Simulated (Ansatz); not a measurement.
Runs of Ansatz 0.2.0 on Nb. The structure is cubic, space group Fm-3m (No. 225). Conventional cell: a = 4.230 Å, b = 4.230 Å, c = 4.230 Å, α = 90.00°, β = 90.00°, γ = 90.00°. Around Nb (site symmetry m-3m) lie 12 Nb at 2.99 Å. This isn't the form of Nb at room conditions, which is bcc.

| task | level | spin | cell | k mesh | cutoff (eV) | points for each segment of the path | gap on the mesh (eV) | pressure (GPa) | relaxed volume (Å³/atom) |
| --- | --- | --- | --- | --- | --- | --- | --- | --- | --- |
| band structure | revPBE | off | as given | 11 × 11 × 11 | 420 | 14 | none | 0.1 | - |
| relaxation of cell and atoms | BLYP | off | relaxed | 11 × 11 × 11 | 420 | - | none | 0.0 | 19.41 |
| relaxation of cell and atoms | revPBE+D4 | off | relaxed | 11 × 11 × 11 | 420 | - | none | 0.0 | 18.47 |
| band structure | PBEsol | SOC, no magnetisation | as given | 8 × 8 × 8 | 420 | 14 | none | (a) | - |
| relaxation of cell and atoms | RPBE | off | relaxed | 11 × 11 × 11 | 420 | - | none | 0.0 | 19.04 |
| band structure | RPBE | off | as given | 11 × 11 × 11 | 420 | 14 | none | 0.9 | - |
| band structure | r2SCAN | off | as given | 11 × 11 × 11 | 500 | 14 | none | -2.4 | - |
| band structure | r2SCAN | SOC, no magnetisation | as given | 8 × 8 × 8 | 500 | 14 | none | -2.5 | - |
| relaxation of cell and atoms | revPBE+D3(BJ) | off | relaxed | 11 × 11 × 11 | 420 | - | none | 0.0 | 17.62 |
| relaxation of cell and atoms | BLYP+D3(BJ) | off | relaxed | 11 × 11 × 11 | 420 | - | none | 0.0 | (b) |
| relaxation of cell and atoms | revPBE | off | relaxed | 11 × 11 × 11 | 420 | - | none | 0.0 | 18.94 |
| band structure | BLYP | off | as given | 11 × 11 × 11 | 420 | 14 | none | (c) | - |

Alike in all rows: potentials or basis Ansatz PAW; smearing fermi-dirac 0.05 eV.

Task: Estimate the missing entries.

Result: (a) -7.3; (b) 17.67; (c) 4.1.

Caveats: the PAW data sets come from PBE, with cores solved anew for the run's functional, which leaves a small shift of forces and pressure; the plane-wave basis is chosen anew once the cell has moved, so the energies of steps on either side of that aren't comparable (some runs); pairwise dispersion overbinds metals, which lowers pressure and volume (some runs).

A k mesh can miss the band edges, and rows without SOC leave out spin-orbit coupling on Nb.

A gap of «none» marks a metal or a gap under the smearing width.

Runs at the PBE level aren't shown here.
